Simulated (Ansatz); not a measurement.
Crystal: MnO.

```
CELL_PARAMETERS angstrom
2.97129 -1.71698 0.00000
2.97129 1.71698 0.00000
-1.98463 0.00000 2.81031
ATOMIC_POSITIONS crystal
Mn 0.50020 0.50020 0.50067
O 0.74980 0.74980 0.24934
```

The cell comes from a database or a generator and needn't be the stable form of this composition.

| Item | Value |
| --- | --- |
| Program | Ansatz 0.2.0 |
| Task | single point |
| Functional | PBE |
| Potentials or basis | Ansatz PAW |
| Cutoff | 420 eV (not typed: the program's choice for these potentials) |
| k mesh | 9 × 9 × 9 |
| Occupations | fermi-dirac, width 0.05 eV |
| Spin | collinear spin, ferromagnetic start |
| Starting moments | [4.0, 0.0] μB |

On this cell: pressure -3.9 GPa; largest force under 0.003 eV/Å; net moment 5.00 μB per cell; site moments Mn +4.02; O +0.21 μB; band gap on the k mesh none (metal or under the smearing width).

The same run follows on a disturbed copy (atoms moved at random, drawn with an rms of 0.05 Å):

```
Mn O
1.0
     2.97129   -1.71698    0.00000
     2.97129    1.71698    0.00000
    -1.98463    0.00000    2.81031
Mn O
1 1
Direct
  0.50485 0.49629 0.49991
  0.74171 0.74945 0.23114
```

Question: What does the disturbed cell give?

Answer: The energy (extrapolated to zero smearing) moves by +2.7 meV/atom; pressure -3.8 GPa; largest force 0.211 eV/Å; net moment 5.00 μB per cell; site moments Mn +3.96; O +0.21 μB; band gap on the k mesh none (metal or under the smearing width).

Forces on the atoms (eV/Å):
```
Mn   0.028  0.090 -0.188
O   -0.028 -0.090  0.188
```

Stress tensor (GPa, compression positive):
```
-4.49  0.42  0.15
 0.42 -4.27  0.41
 0.15  0.41 -2.51
```

Caveats: a cell with one magnetic atom can't hold antiferromagnetic order, which such compounds often take; semilocal functionals often make such compounds metallic where correlation or magnetic order opens a gap, which also shifts bond lengths.
